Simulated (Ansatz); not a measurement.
Input and command of a plane-wave DFT calculation in Ansatz:

```yaml
crystal:
  lattice:
    - [0.0, 2.1293172091, 2.1293172091]
    - [2.1293172091, 0.0, 2.1293172091]
    - [2.1293172091, 2.1293172091, 0.0]
  atoms:
    - { symbol: Ti, position: [0.0, 0.0, 0.0] }
basis:
  ecutwfc: 420
kpoints:
  mp_grid: { grid: [26, 26, 26] }
hamiltonian:
  xc: pbesol
scf:
  occupations: { method: gaussian, width: 0.15 }
output:
  forces: true
  stress: true
  eigenvalues: true
```

```bash
ansatz run input.yaml --threads 2 --pin off --max-ram 5120MiB --backend cpu --events-out ev --progress --plain --runs-dir out
```

Processor: AMD EPYC 9R45 96-Core Processor (Zen 5), 2 threads, on a host shared with other jobs.

Question: Estimate time, memory and problem size.

Answer: About 1.2 s on 2 threads of AMD EPYC 9R45 96-Core Processor (Zen 5), on a shared host, peak memory 0.46 GiB. It solves 10 bands at 511 k points (the mesh reduced by symmetry) with about 339 plane waves, in 6 SCF iterations.
